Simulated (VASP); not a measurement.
**CO2 in VASP: how settings move the PBE single point**

Aim: see what changed inputs do to the PBE single point of CO2 in the database structure, under +0.3 % equal strain in all directions.

The runs shown are made with VASP 6.6.1. PAW datasets, plane waves. Calculated at 0 K for a non-magnetic cell.

**1. The system as given**

The cell comes from an earlier relaxation with r2SCAN+rVV10 in another program, then strained, with the atoms relaxed again.

Space group P4_2/mnm (No. 136), tetragonal; a = 4.207 Å, c = 4.621 Å in the conventional setting, 13.63 Å³ an atom. C has 2 O at 1.16 Å; O has 1 C at 1.16 Å.

The structure in full:

```
CELL_PARAMETERS angstrom
4.20723 0.00000 0.00000
0.00000 4.20723 0.00000
0.00000 0.00000 4.62123
ATOMIC_POSITIONS crystal
C 0.50000 0.50000 0.50000
C 0.00000 0.00000 0.00000
O 0.30494 0.69506 0.50000
O 0.69506 0.30494 0.50000
O 0.19506 0.19506 0.00000
O 0.80494 0.80494 0.00000
```

**2. Baseline**

INCAR

```
ENCUT = 520.000000
SIGMA = 0.020000
EDIFF = 1.00e-07
GGA = PE
PREC = Accurate
IBRION = -1
ISIF = 2
ISMEAR = -1
NBANDS = 25
NELM = 120
NSW = 0
LASPH = .TRUE.
LCHARG = .FALSE.
LWAVE = .FALSE.
LREAL = .FALSE.
```

KPOINTS

```
KPOINTS created by Atomic Simulation Environment
0
Gamma
6 6 6
0 0 0
```

POSCAR

```
C  O
 1.0000000000000000
     4.2072315545999999    0.0000000000000000    0.0000000000000000
     0.0000000000000000    4.2072315545999999    0.0000000000000000
     0.0000000000000000    0.0000000000000000    4.6212335210999997
 C   O
   2   4
Cartesian
  2.1036157772999999  2.1036157772999999  2.3106167605499999
  0.0000000000000000 -0.0000000000000000  0.0000000000000000
  1.2829619797998215  2.9242695748001784  2.3106167605499999
  2.9242695748001784  1.2829619797998215  2.3106167605499999
  0.8206537975001785  0.8206537975001785  0.0000000000000000
  3.3865777570998215  3.3865777570998215  0.0000000000000000
```

A file KPOINTS_OPT adds named points for the levels; it doesn't enter the self-consistent loop.

Potentials: the recommended PBE PAW datasets, 32 valence electrons.

Command:

```console
mpirun -np 1 vasp_std
```

**3. Variant 1**

INCAR: that of step 2 with these lines changed.

```diff
@@ -14,2 +14,2 @@
 LWAVE = .FALSE.
-LREAL = .FALSE.
+LREAL = Auto
```

KPOINTS is that of step 2.

POSCAR is that of step 2.

**4. Variant 2**

INCAR: that of step 2 with these lines changed.

```diff
@@ -9,3 +9,2 @@
 NBANDS = 25
-NELM = 120
 NSW = 0
@@ -15 +14,4 @@
 LREAL = .FALSE.
+ADDGRID = .TRUE.
+ALGO = All
+NELM = 54
```

KPOINTS is that of step 2.

POSCAR is that of step 2.

**5. Variant 3**

INCAR

```
ENCUT = 520.000000
SIGMA = 0.020000
EDIFF = 1.00e-07
PREC = Accurate
IBRION = -1
ISIF = 2
ISMEAR = -1
NBANDS = 25
NSW = 0
LASPH = .TRUE.
LCHARG = .FALSE.
LWAVE = .FALSE.
LREAL = .FALSE.
METAGGA = RSCAN
NELM = 73
```

KPOINTS

```
KPOINTS created by Atomic Simulation Environment
0
Gamma
8 8 8
0 0 0
```

POSCAR is that of step 2.

**Question.** What will these runs give? Wanted: for each run, changed; ending; energy change; pressure; electronic steps; usable.

**Answer**, as computed:

| run | changed | ending | energy change (meV/atom) | pressure (GPa) | gap on the mesh (eV; negative: overlap) | electronic steps | time | usable |
| --- | --- | --- | --- | --- | --- | --- | --- | --- |
| ref. | – | converged | 0 | 6.4 | 6.66 | 15 | 64 s | yes |
| 1 | LREAL = Auto | converged | -0.7 | 6.4 | 6.66 | 15 | 67 s | yes |
| 2 | ADDGRID = .TRUE., ALGO = All, NELM = 54 | converged | 0.0 | 6.4 | 6.66 | 18 | 63 s | yes |
| 3 | METAGGA = RSCAN, NELM = 73, mesh 8×8×8 | converged | – | 1.7 | 7.21 | 15 | 4.2 min | yes |

**Reading.** Of 3 altered inputs, 3 gave usable results. Among the usable ones with comparable energies, «LREAL = Auto» moves the energy most, by -0.7 meV/atom.
